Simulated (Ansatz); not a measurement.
**KCl: levels along high-symmetry lines**

```xyz
2
Lattice="0.0000 3.5304 3.5304 3.5304 0.0000 3.5304 3.5304 3.5304 0.0000" Properties=species:S:1:pos:R:3 pbc="T T T"
K     0.0000    0.0000    0.0000
Cl    1.7652    1.7652    1.7652
```

Atom numbers follow the list: K1, Cl2.

The structure comes from a relaxation in the same program, started in the zincblende type, and has space group F-43m. Whether it is a known phase or the ground state wasn't checked.

The calculation used DFT, PBE, all-electron LAPW, scalar-relativistic (Ansatz 0.2.0).

The runs use a Γ-centred 11×11×11 k mesh, Fermi–Dirac smearing of 0.03 eV, basis error target 0.25 meV/atom, no spin polarisation.

Points in fractions of the reciprocal vectors of this cell: Γ (0, 0, 0), X (-0.5, -0.5, 0), U (-0.375, -0.375, 0.25), K (-0.375, 0, 0.375), L (0, 0, 0.5), W (-0.5, -0.25, 0.25). The path joins them by straight lines in the order Γ–X–U–K–Γ–L–W–X; legs that retrace an earlier one aren't tabulated. Energies are in eV from the top of the valence band.

Question: Metal or insulator at this level of theory?

Answer: An insulator or semiconductor: gap 4.74 eV, indirect from X (-0.5, -0.5, 0) to Γ (the direct gap is only 0.03 eV larger).

Question: Tabulate bands 13 to 17, counted from the lowest band of the run, along the path.

Answer: 
```json
{"k (1/Å)": "0.00", "point": "Γ", "band 13": "-0.03", "band 14": "-0.03", "band 15": "-0.03", "band 16": "4.74", "band 17": "9.30"}
{"k (1/Å)": "0.22", "point": "", "band 13": "-0.10", "band 14": "-0.03", "band 15": "-0.03", "band 16": "5.06", "band 17": "8.73"}
{"k (1/Å)": "0.44", "point": "", "band 13": "-0.24", "band 14": "-0.02", "band 15": "-0.02", "band 16": "5.87", "band 17": "7.94"}
{"k (1/Å)": "0.67", "point": "", "band 13": "-0.35", "band 14": "-0.01", "band 15": "-0.01", "band 16": "6.58", "band 17": "7.60"}
{"k (1/Å)": "0.89", "point": "X", "band 13": "-0.39", "band 14": "0.00", "band 15": "0.00", "band 16": "6.66", "band 17": "7.65"}
{"k (1/Å)": "0.97", "point": "", "band 13": "-0.38", "band 14": "-0.01", "band 15": "0.00", "band 16": "6.67", "band 17": "7.65"}
{"k (1/Å)": "1.05", "point": "", "band 13": "-0.36", "band 14": "-0.03", "band 15": "0.00", "band 16": "6.71", "band 17": "7.65"}
{"k (1/Å)": "1.13", "point": "", "band 13": "-0.33", "band 14": "-0.06", "band 15": "0.00", "band 16": "6.77", "band 17": "7.66"}
{"k (1/Å)": "1.20", "point": "U", "band 13": "-0.29", "band 14": "-0.10", "band 15": "0.00", "band 16": "6.84", "band 17": "7.69"}
{"k (1/Å)": "1.34", "point": "", "band 13": "-0.26", "band 14": "-0.13", "band 15": "0.00", "band 16": "6.88", "band 17": "7.69"}
{"k (1/Å)": "1.48", "point": "", "band 13": "-0.23", "band 14": "-0.16", "band 15": "0.00", "band 16": "6.90", "band 17": "7.67"}
{"k (1/Å)": "1.61", "point": "", "band 13": "-0.26", "band 14": "-0.13", "band 15": "0.00", "band 16": "6.88", "band 17": "7.69"}
{"k (1/Å)": "1.75", "point": "K", "band 13": "-0.29", "band 14": "-0.10", "band 15": "0.00", "band 16": "6.84", "band 17": "7.69"}
{"k (1/Å)": "1.99", "point": "", "band 13": "-0.23", "band 14": "-0.14", "band 15": "0.00", "band 16": "6.81", "band 17": "7.97"}
{"k (1/Å)": "2.22", "point": "", "band 13": "-0.22", "band 14": "-0.05", "band 15": "-0.01", "band 16": "5.97", "band 17": "8.62"}
{"k (1/Å)": "2.46", "point": "", "band 13": "-0.11", "band 14": "-0.03", "band 15": "-0.03", "band 16": "5.10", "band 17": "8.93"}
{"k (1/Å)": "2.69", "point": "Γ", "band 13": "-0.03", "band 14": "-0.03", "band 15": "-0.03", "band 16": "4.74", "band 17": "9.30"}
{"k (1/Å)": "2.89", "point": "", "band 13": "-0.09", "band 14": "-0.03", "band 15": "-0.03", "band 16": "4.98", "band 17": "9.12"}
{"k (1/Å)": "3.08", "point": "", "band 13": "-0.20", "band 14": "-0.02", "band 15": "-0.02", "band 16": "5.61", "band 17": "8.93"}
{"k (1/Å)": "3.27", "point": "", "band 13": "-0.30", "band 14": "-0.01", "band 15": "-0.01", "band 16": "6.42", "band 17": "8.24"}
{"k (1/Å)": "3.46", "point": "L", "band 13": "-0.33", "band 14": "-0.01", "band 15": "-0.01", "band 16": "7.22", "band 17": "7.34"}
{"k (1/Å)": "3.62", "point": "", "band 13": "-0.31", "band 14": "-0.04", "band 15": "-0.01", "band 16": "7.18", "band 17": "7.42"}
{"k (1/Å)": "3.78", "point": "", "band 13": "-0.27", "band 14": "-0.10", "band 15": "0.00", "band 16": "7.04", "band 17": "7.63"}
{"k (1/Å)": "3.94", "point": "", "band 13": "-0.23", "band 14": "-0.16", "band 15": "0.00", "band 16": "6.90", "band 17": "7.67"}
{"k (1/Å)": "4.09", "point": "W", "band 13": "-0.23", "band 14": "-0.17", "band 15": "-0.01", "band 16": "6.85", "band 17": "7.64"}
{"k (1/Å)": "4.20", "point": "", "band 13": "-0.28", "band 14": "-0.12", "band 15": "0.00", "band 16": "6.82", "band 17": "7.64"}
{"k (1/Å)": "4.32", "point": "", "band 13": "-0.33", "band 14": "-0.06", "band 15": "0.00", "band 16": "6.75", "band 17": "7.65"}
{"k (1/Å)": "4.43", "point": "", "band 13": "-0.37", "band 14": "-0.02", "band 15": "0.00", "band 16": "6.68", "band 17": "7.65"}
{"k (1/Å)": "4.54", "point": "X", "band 13": "-0.39", "band 14": "0.00", "band 15": "0.00", "band 16": "6.66", "band 17": "7.65"}
```
